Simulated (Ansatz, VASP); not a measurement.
**ZnS (Wurtzite-2H): VASP beside Ansatz**

```xyz
4
Lattice="3.8110 0.0000 0.0000 -1.9055 3.3004 0.0000 0.0000 0.0000 6.2340" Properties=species:S:1:pos:R:3 pbc="T T T"
Zn    1.9055    1.1001    3.1170
Zn    0.0000    2.2003    0.0000
S     1.9055    1.1001    5.5171
S     0.0000    2.2003    2.4001
```

Alike in both runs: task relaxation of cell and atoms; functional LDA; k mesh 8 × 8 × 5; occupations fermi-dirac, width 0.05 eV; no spin polarisation.

```csv
,VASP,Ansatz
version,VASP 6.6.1,Ansatz 0.2.0
potentials or method,"VASP PAW LDA potentials, release 64 (Zn, S)",Ansatz PAW
plane-wave cutoff (eV),600,420
valence electrons in the cell,36,36
```

```tsv
	VASP	Ansatz	Ansatz less VASP
relaxed volume (Å³/atom)	18.64	18.59	-0.052
relaxed cell length with the largest relative difference (Å)	3.742	3.738	-0.0038
energy change over the relaxation (meV/atom)	-17	-18	-1.4
```

Caveats: the plane-wave basis is chosen anew once the cell has moved, so the energies of steps on either side of that aren't comparable (Ansatz); the PAW data sets come from PBE, with cores solved anew for the run's functional, which leaves a small shift of forces and pressure (Ansatz). LDA usually gives volumes a few per cent too small. Zero-point motion and thermal expansion aren't in these numbers.
